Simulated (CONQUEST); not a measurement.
# ZrO2: equation of state with PBE

Crystal: ZrO2.

```
CELL_PARAMETERS angstrom
3.59610 0.00000 0.00000
0.00000 3.59610 0.00000
0.00000 0.00000 5.17700
ATOMIC_POSITIONS crystal
Zr 0.50000 0.50000 0.50000
Zr 0.00000 0.00000 0.00000
O 0.00000 0.50000 0.20300
O 0.00000 0.50000 0.70300
O 0.50000 0.00000 0.29700
O 0.50000 0.00000 0.79700
```

```json
{
 "Program": "CONQUEST 1.3",
 "Task": "equation of state",
 "Functional": "PBE",
 "Potentials or basis": "PseudoDojo NC PBE, SZ, grid of 40 × 40 × 60 points",
 "k mesh": "7 × 7 × 5",
 "Occupations": "fermi-dirac, width 0.05 eV",
 "Spin": "no spin polarisation",
 "Solver": "diagonalisation",
 "SCF tolerance": "1e-06"
}
```

* Equilibrium volume: 11.51 Å³/atom
* Bulk modulus at fixed shape and positions: 241 GPa
* Pressure derivative of the bulk modulus: 4.1 (rough: it moves with the points fitted)

Energy against volume, from the lowest point:
```csv
volume (Å³/atom),energy (meV/atom)
10.489,79.44
10.712,46.45
10.935,23.15
11.158,8.18
11.381,0.52
11.604,0.00
11.828,5.78
```

All runs of the series together: 8.2 min on 1 thread of AMD EPYC 7R43 64-Core Processor (Zen 3) (shared host).

Caveat: the atomic basis is small; the cell was scaled at fixed shape and fractional positions, which overstates the stiffness of a crystal with free parameters, most of all of layers and chains; the basis of atomic orbitals isn't converged, which shifts pressures, moduli and gaps.
